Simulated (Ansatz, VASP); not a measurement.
**Co in VASP and in Ansatz**

The input INCAR:

```
SYSTEM = Co
  PREC = Accurate
  ENCUT = 520
  EDIFF = 1E-6
  ISMEAR = -1
  SIGMA = 0.05
  LREAL = .FALSE.
  LASPH = .TRUE.
  NELM = 100
  ALGO = Normal
  ISIF = 2
  LWAVE = .FALSE.
  LCHARG = .FALSE.
  ISPIN = 2
  MAGMOM = 3.5 3.5
  LORBIT = 11
  LMAXMIX = 4
  GGA = PE
  NBANDS = 20
```

KPOINTS

```
regular mesh
0
G
  12 12 7
  0 0 0
```

The input POSCAR:

```
Co
1.0
    2.4719999032      0.0000000000      0.0000000000
   -1.2359999516      2.1408147143      0.0000000000
    0.0000000000      0.0000000000      4.0211440800
Co
2
Direct
    0.6666666667      0.3333333333      0.7500000000
    0.3333333333      0.6666666667      0.2500000000
```

File input.yaml:

```yaml
crystal:
  lattice:
    - [2.4719999032, 0.0, 0.0]
    - [-1.2359999516, 2.1408147143, 0.0]
    - [0.0, 0.0, 4.02114408]
  atoms:
    - { symbol: Co, position: [0.6666666667, 0.3333333333, 0.75], spin: 2.0 }
    - { symbol: Co, position: [0.3333333333, 0.6666666667, 0.25], spin: 2.0 }
hamiltonian:
  xc: pbe
  pseudopotentials: { kind: paw }
magnetization:
  spin_polarized: true
kpoints:
  mp_grid: { grid: [12, 12, 7] }
scf:
  occupations: { method: fermi_dirac, width: 0.05 }
output:
  forces: true
  stress: true
  eigenvalues: true
  write_density: true
  write_potential: true
  elf: true
  volumetric_format: npy
```

Alike in both runs: task single point; functional PBE; k mesh 12 × 12 × 7; occupations fermi-dirac, width 0.05 eV; collinear spin, ferromagnetic start.

```csv
,VASP,Ansatz
version,VASP 6.6.1,Ansatz 0.2.0
potentials or method,"VASP PAW PBE potentials, release 64 (Co)",Ansatz PAW
plane-wave cutoff (eV),520,420
valence electrons in the cell,18,34
```

```tsv
	VASP	Ansatz	Ansatz less VASP
gap on the k mesh at the Fermi level (eV)	none	none	-
pressure (GPa)	3.8	4.7	+0.93
largest component of the traceless stress (GPa)	1.86	1.85	-0.003
net moment per atom (μB)	1.60	1.60	+0.007
size of the moment on the site where the two differ most (μB)	1.61	1.68	+0.065
```

Site moments also hang on the region over which each program counts them. A gap of «none» marks a metal or a gap that the smearing closes. The functional is the same, so the differences come from potentials, cutoffs and numerics. The two sets of potentials don't hold the same shells in valence.
